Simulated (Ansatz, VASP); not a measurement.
# Sn in VASP and in Ansatz

INCAR

```
PREC = Accurate
ENCUT = 520
EDIFF = 1E-7
ISMEAR = -1
SIGMA = 0.1
LREAL = F
LASPH = T
NELM = 100
ALGO = Normal
ISIF = 2
LWAVE = F
LCHARG = F
NBANDS = 21
```

The input KPOINTS:

```
regular mesh
0
Gamma
  10 10 10
```

File POSCAR:

```
Sn
1.0
   -2.9196440000      2.9196440000      1.5938000000
    2.9196440000     -2.9196440000      1.5938000000
    2.9196440000      2.9196440000     -1.5938000000
Sn
2
Direct
    0.0000000000      0.0000000000      0.0000000000
    0.7500000000      0.2500000000      0.5000000000
```

Input for Ansatz:

```yaml
crystal:
  lattice:
    - [-2.919644, 2.919644, 1.5938]
    - [2.919644, -2.919644, 1.5938]
    - [2.919644, 2.919644, -1.5938]
  atoms:
    - { symbol: Sn, position: [0.0, 0.0, 0.0] }
    - { symbol: Sn, position: [0.75, 0.25, 0.5] }
basis:
  ecutwfc: 476.19925930478996
kpoints:
  mp_grid:
    grid: [10, 10, 10]
hamiltonian:
  xc: lda
scf:
  occupations:
    method: fermi_dirac
    width: 0.1
output:
  stress: true
```

Alike in both runs: task single point; functional LDA; k mesh 10 × 10 × 10; occupations fermi-dirac, width 0.1 eV; no spin polarisation.

|  | VASP | Ansatz |
| --- | --- | --- |
| version | VASP 6.6.1 | Ansatz 0.2.0 |
| potentials or method | VASP PAW LDA potentials, release 64 (Sn_d) | plane waves, PAW |
| plane-wave cutoff (eV) | 520 | 476 |
| valence electrons in the cell | 28 | 28 |

Ansatz gave:

```
pressure (GPa)                                  : -2.0
largest component of the traceless stress (GPa) : 0.63
```

Estimate VASP's values.

pressure (GPa): -2.0; largest component of the traceless stress (GPa): 0.62.
